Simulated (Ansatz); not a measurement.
Level of theory: DFT PBE, scalar-relativistic, plane waves, PAW (Ansatz). Settings: cutoff 420 eV, Γ-centred meshes spaced at most about 0.3 Å⁻¹, and about 0.25 Å⁻¹ or finer for metals (2π included), Gaussian smearing. No spin polarisation in the final relaxations.

Temperature and zero-point effects are left out.

Compare these two cells of BeSe4, each relaxed at this level.

A.

```
Be Se
1.0
     5.36733    0.00000    0.00000
     0.00000    5.36733    0.00000
     0.00000    0.00000    4.01821
Be Se
1 4
Direct
  0.50000 0.50000 0.50000
  0.00000 0.00000 0.50000
  0.00000 0.50000 0.00000
  0.50000 0.00000 0.00000
  0.50000 0.50000 0.00000
```

B.

```
Be Se
1.0
     3.98809   -5.01295    0.00000
     3.98809    5.01295    0.00000
     0.00000    0.00000    3.53507
Be Se
1 4
Cartesian
  0.0000 0.0000 0.0000
  3.9881 -1.1222 0.0000
  1.3012 0.0000 1.7675
  6.6750 0.0000 1.7675
  3.9881 1.1222 0.0000
```

Question: Which would you expect to be lower, and how large is the difference?

Answer: B is lower, by 0.53 eV/atom. A has space group P4/mmm (No. 123), 23.2 Å³/atom and no gap on its mesh; B has space group Cmmm (No. 65), 28.3 Å³/atom and no gap. Counting Se atoms around Be (those within 1.25 times the shortest such distance or 1.15 times the sum of covalent radii, 1.27 where that leaves under three), A has Be 2 and B has Be 4. B holds Se–Se pairs (shortest 2.24 Å); in A the shortest Se–Se distance is 2.68 Å, near bonding range too. Even the lower one lies +0.18 eV/atom against the reference forms of the elements (uncorrected), so neither is stable at this level. In A, Be is surrounded by 2 Se at 2.01 Å, 8 Se at 3.35 Å and 4 Se at 3.80 Å; Se on a site of symmetry 4/mmm has 8 Se at 3.35 Å and 4 Be at 3.80 Å; Se on a site of symmetry mmm is surrounded by 2 Se at 2.68 Å, 4 Be at 3.35 Å and 4 Se at 3.35 Å; 1 more site not described. In B, around Be lie 4 Se at 2.19 Å; Se on a site of symmetry m2m is surrounded by 1 Se at 2.24 Å; Se on a site of symmetry 2mm has 2 Be at 2.19 Å and 1 Se at 2.60 Å. Both come from invented guesses. A third cell relaxed alike, in P-3m1, lies 67 meV/atom below the lower of the two.

No dispersion correction is applied, so the spacing and binding between layers, chains or molecules are poorly described (Cmmm), and this can change margins and order among such cells. A magnetic state wasn't ruled out in cells without spin, among them Cmmm. Cells relaxed within their symmetry can be saddle points.

The preference for B fits its more complete bonding. In A, Be has only two close Se neighbours, one Se has no neighbour within bonding range, and the remaining Se atoms form a square net with stretched contacts of 2.68 Å. B instead joins Be and Se into ribbons and pairs the remaining Se into Se2 units. Their 2.24 Å separation suggests some multiple-bond character, and partly filled π* levels probably contribute to the missing gap. The 2.60 Å contact across the ribbon is too long for a normal Se–Se single bond.

B is still a poor environment for Be: the coordinates place its four Se neighbours in one plane, whereas Be, with its s and p valence orbitals, normally favours a tetrahedron. That strain probably helps keep the cell above the elements. Because zinc-blende BeSe is a well-known stable compound, separation into BeSe and selenium should be more favourable still than separation into the elements. The ordering therefore supports B over A, but not B as the ground-state structure of BeSe4.
